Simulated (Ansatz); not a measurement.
GaSb: single point with r2SCAN0

The system is GaSb.

```
Sb Ga
1.0
    -1.55590    2.67500    2.89331
     1.55590   -2.67500    2.89331
     1.55590    2.67500   -2.89331
Sb Ga
1 1
Direct
  0.50000 0.50000 0.00000
  0.00000 0.00000 0.00000
```

Measurements of this composition are mostly on another form, of space group No. 216.

```yaml
Program: Ansatz 0.2.0
Task: single point
Functional: r2SCAN0
Potentials_or_basis: Ansatz PAW
Cutoff: "500 eV (not typed: the program's choice for these potentials)"
k_mesh: 5 × 5 × 5
Occupations: fermi-dirac, width 0.05 eV
Spin: no spin polarisation
```

```json
{"Pressure": "-2.8 GPa", "Band gap on the k mesh": "none (metal or under the smearing width)"}
```

Stress tensor (GPa, compression positive):
```
 1.05  0.00  0.00
 0.00 -4.71  0.00
 0.00  0.00 -4.76
```

Levels at points of the mesh, in eV from the Fermi level:
```
           k point  band 11  band 12  band 13  band 14  band 15  band 16  band 17  band 18
(0.00, 0.00, 0.00)   -14.15    -3.60    -2.91    -2.37     4.35     6.76     7.57     9.18
```

It took 16 s on 1 × NVIDIA H100 80GB HBM3 with 2 threads of AMD EPYC 7R13 Processor (Zen 3), with other jobs on the host, peak memory 2.4 GiB.

Caveat: the k mesh is coarse (spacing up to 0.47 Å⁻¹), so the values aren't converged, least of all with exact exchange; the PAW data sets come from PBE, with cores solved anew for the run's functional, which leaves a small shift of forces and pressure; the thresholds are loose for stress. The run has no spin-orbit coupling, so splittings on Sb are missing.
